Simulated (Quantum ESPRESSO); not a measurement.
Crystal: Sc.

```xyz
2
Lattice="3.3090 0.0000 0.0000 -1.6545 2.8657 0.0000 0.0000 0.0000 5.2733" Properties=species:S:1:pos:R:3 pbc="T T T"
Sc    1.6545    0.9552    3.9550
Sc    0.0000    1.9105    1.3183
```

* Program: Quantum ESPRESSO 7.5
* Task: phonons
* Functional: rPW86PBE
* Dispersion: rVV10
* Potentials or basis: SG15 PBE 1.2
* Cutoff: 952 eV
* Density cutoff: 3810 eV
* k mesh: 8 × 8 × 4, shifted
* Occupations: methfessel-paxton, width 0.136 eV
* Spin: no spin polarisation
* rVV10 parameter b: 6.3
* Mixing beta: 0.5
* Most SCF iterations: 120
* SCF threshold: 4e-10 Ry

The cell and the atoms were relaxed first, to 24.26 Å³/atom (a = 3.290 Å, b = 3.290 Å, c = 5.177 Å, α = 90.00°, β = 90.00°, γ = 120.00°), and the response was taken there.

At Γ the optical frequencies are 111 111 229 cm⁻¹, at a pressure of 0.0 GPa.

Q: How do the modes respond when the cell is scaled evenly, at fixed shape?

A: The highest mode has a Grüneisen parameter of 1.47. None of the listed modes softens on compression. Real pressure also changes the shape of this cell, most of all in layered crystals, so these aren't the shifts under hydrostatic load.

Frequencies at 99 % and 101 % of the volume (pressures 0.6 and -0.6 GPa), ions relaxed:
| mode | 99 % (cm⁻¹) | 101 % (cm⁻¹) | Grüneisen parameter |
| --- | --- | --- | --- |
| 4 | 111.5 | 110.8 | 0.34 |
| 5 | 111.5 | 110.8 | 0.34 |
| 6 | 232.2 | 225.4 | 1.47 |

Modes are matched by their order; those that don't vary smoothly over the three volumes are left out.

Caveat: the mesh is thin for the phonons of a metal; the potentials were made for another functional, which shifts forces and pressure.
